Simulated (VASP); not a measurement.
## Zn under changes of volume

One of the cells (13.529 Å³/atom); the others are scaled copies at fixed shape and fractional positions:

```xyz
1
Lattice="0.0000 1.8912 1.8912 1.8912 0.0000 1.8912 1.8912 1.8912 0.0000" Properties=species:S:1:pos:R:3 pbc="T T T"
Zn    0.0000    0.0000    0.0000
```

This isn't the form of Zn at room conditions, which is hcp.

```yaml
Program: VASP 6.6.1
Functional: LDA
Potentials_or_basis: VASP PAW LDA potentials, release 64 (Zn)
Cutoff: 520 eV
k_mesh: 10 × 10 × 10
Occupations: fermi-dirac, width 0.05 eV
Spin: no spin polarisation
```

```tsv
volume (Å³/atom)	energy over the lowest point (meV/atom)	pressure (GPa)
12.988	7.60	4.9
13.258	?	?
13.529	0.00	0.2
13.800	1.57	-1.7
14.070	6.07	-3.4
```

**Question.** What does the run at 13.258 Å³/atom give?

**Answer.** Energy over the lowest point 1.83 meV/atom; pressure 2.4 GPa.

Worked out: A Birch-Murnaghan fit of order 2 (a polynomial in V^(-2/3)) to the other rows has its minimum at 13.54 Å³/atom with B0 = V·E''(V) = 100 GPa. It gives 1.94 meV/atom at 13.258 Å³/atom, against the run's 1.83, and -dE/dV = 2.2 GPa, against 2.4.

Energies are extrapolated to zero smearing.
